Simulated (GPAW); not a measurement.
Crystal: ZrSe2.

```
Zr Se
1.0
     3.79800    0.00000    0.00000
    -1.89900    3.28916    0.00000
     0.00000    0.00000    6.19200
Zr Se
1 2
Direct
  0.00000 0.00000 0.00000
  0.66667 0.33333 0.75000
  0.33333 0.66667 0.25000
```

- Program: GPAW 26.7.0
- Task: relaxation of cell and atoms
- Functional: RPBE
- Dispersion: D4
- Potentials or basis: the program's PAW data sets (release 1.2.1) made for this functional
- Cutoff: 600 eV
- Basis: pw
- k mesh: 8 × 8 × 5
- Occupations: fermi-dirac, width 0.05 eV
- Spin: no spin polarisation

At the start: pressure -0.5 GPa; volume 25.78 Å³/atom.

Where does the relaxation end?

Over 8 steps the energy falls by 12.9 meV/atom and the volume is 24.17 Å³/atom (-6.3 %); space group P-3m1 (No. 164, to 0.05 Å).

The path:
```tsv
step	energy change (eV)	largest force (eV/Å)	pressure (GPa)	volume (Å³)
1	0.0000	0.3391	-0.50	77.35
2	-0.0041	0.2963	-0.62	77.26
3	-0.0241	0.0814	-1.50	76.08
4	-0.0263	0.0709	-1.29	75.72
5	-0.0317	0.0507	0.02	74.02
6	-0.0321	0.0531	0.05	73.94
7	-0.0380	0.0342	0.37	72.17
8	-0.0386	0.0140	0.10	72.51
```

Final structure:
```
Zr Se
1.0
     3.73008    0.00001    0.00000
    -1.86503    3.23035    0.00000
     0.00000    0.00000    6.01744
Zr Se
1 2
Direct
  0.00000 0.00000 0.00000
  0.66668 0.33332 0.73372
  0.33332 0.66668 0.26628
```

Caveat: later steps reuse the first step's grids.
